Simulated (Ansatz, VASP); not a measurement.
# TePt in VASP and in Ansatz

```
Te Pt
1.0
     4.11100    0.00000    0.00000
    -2.05550    3.56023    0.00000
     0.00000    0.00000    5.44600
Te Pt
2 2
Direct
  0.33333 0.66667 0.25000
  0.66667 0.33333 0.75000
  0.00000 0.00000 0.00000
  0.00000 0.00000 0.50000
```

Alike in both runs: task single point; functional PBEsol; k mesh 5 × 5 × 4; occupations gaussian, width 0.05 eV; collinear spin; Hubbard terms Pt d U = 6.0 eV.

|  | VASP | Ansatz |
| --- | --- | --- |
| version | VASP 6.6.1 | Ansatz 0.2.0 |
| potentials or method | VASP PAW PBE potentials, release 64 (Te, Pt) | scalar-relativistic, plane waves, PAW |
| plane-wave cutoff (eV) | 520 | 420 |
| valence electrons in the cell | 32 | 68 |

```csv
,VASP,Ansatz,Ansatz less VASP
gap on the k mesh at the Fermi level (eV),none,none,-
pressure (GPa),2.3,11.4,+9.08
largest component of the traceless stress (GPa),0.61,1.65,+1.040
net moment per atom (μB),0.00,0.00,0.000
```

The programs project onto different local orbitals, so the same U acts differently. A gap of «none» marks a metal or a gap that the smearing closes. The two sets of potentials don't hold the same shells in valence. Ansatz warned: «filled_band_counts_differ_across_k_points».

Caveats: the PAW data sets were made with another functional, which shifts forces and pressure a little (VASP); the U is typed as a test and isn't derived for this compound. The state reached can hang on the start; a lower one may exist. Spin-orbit coupling is left out, which matters for the levels of Pt, Te.
